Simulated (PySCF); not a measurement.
Predicted microwave data (PBE0-D3(BJ)/def2-SVP geometry optimisation, gas phase in PySCF 2.14.0) for one isomer of C7H8O:

```
Rotational constants : A = 3668, B = 1801, C = 1217 MHz
Dipole components    : |μa| = 0.87 D, |μb| = 1.44 D, |μc| = 0.05 D
Inertial defect      : -3.18 u·Å²
κ                    : -0.52
```

Question: Which candidate fits, each taken in the one conformer that was computed?
A. `C#CC1=C(C)COC1`
B. `[OH:1][CH2:2][c:3]1[cH:4][cH:5][cH:6][cH:7][cH:8]1` with H–O1–C2–C3 -56°, O1–C2–C3–C4 -29°
C. `[CH3:1][c:2]1[cH:3][cH:4][cH:5][cH:6][c:7]1[OH:8]` with C6–C7–O8–H 180°
D. `[cH:1]1[cH:2][c:3]([CH:4]2[CH2:5][CH2:6]2)[cH:7][o:8]1` with C2–C3–C4–C5 36°
E. `[CH3:1][c:2]1[cH:3][cH:4][cH:5][c:6]([OH:7])[cH:8]1` with C5–C6–O7–H 180°
F. `[CH3:1][O:2][c:3]1[cH:4][cH:5][cH:6][cH:7][cH:8]1` with C1–O2–C3–C4 180° (anisole)

Answer: E. It is Cc1cccc(O)c1, an asymmetric top. The candidates at the same level (rigid rotor, commonest isotopes):

```json
{"SMILES": "COc1ccccc1", "A (MHz)": "5059", "B (MHz)": "1572", "C (MHz)": "1208", "μa (D)": "0.86", "μb (D)": "1.05", "μc (D)": "0.00", "Δ (u·Å²)": "-3.25", "point group": "Cs", "rotor": "asymmetric top"}
{"SMILES": "Cc1ccccc1O", "A (MHz)": "3282", "B (MHz)": "2203", "C (MHz)": "1329", "μa (D)": "1.20", "μb (D)": "1.27", "μc (D)": "0.00", "Δ (u·Å²)": "-3.20", "point group": "Cs", "rotor": "asymmetric top"}
{"SMILES": "c1cc(C2CC2)co1", "A (MHz)": "6017", "B (MHz)": "1367", "C (MHz)": "1221", "μa (D)": "0.85", "μb (D)": "0.20", "μc (D)": "0.00", "Δ (u·Å²)": "-39.79", "point group": "Cs", "rotor": "near-prolate asymmetric top"}
{"SMILES": "Cc1cccc(O)c1", "A (MHz)": "3668", "B (MHz)": "1801", "C (MHz)": "1217", "μa (D)": "0.87", "μb (D)": "1.44", "μc (D)": "0.05", "Δ (u·Å²)": "-3.18", "point group": "–", "rotor": "asymmetric top"}
{"SMILES": "OCc1ccccc1", "A (MHz)": "4869", "B (MHz)": "1488", "C (MHz)": "1169", "μa (D)": "0.92", "μb (D)": "0.59", "μc (D)": "0.84", "Δ (u·Å²)": "-11.15", "point group": "C1", "rotor": "asymmetric top"}
{"SMILES": "C#CC1=C(C)COC1", "A (MHz)": "3262", "B (MHz)": "1797", "C (MHz)": "1185", "μa (D)": "0.76", "μb (D)": "1.55", "μc (D)": "0.06", "Δ (u·Å²)": "-9.57", "point group": "–", "rotor": "asymmetric top"}
```

`COc1ccccc1` has A 38 % too high; `Cc1ccccc1O` has B 22 % too high; `c1cc(C2CC2)co1` has A 64 % too high; `OCc1ccccc1` has A 33 % too high; `C#CC1=C(C)COC1` has A 11 % too low. No structure here is proved a minimum.
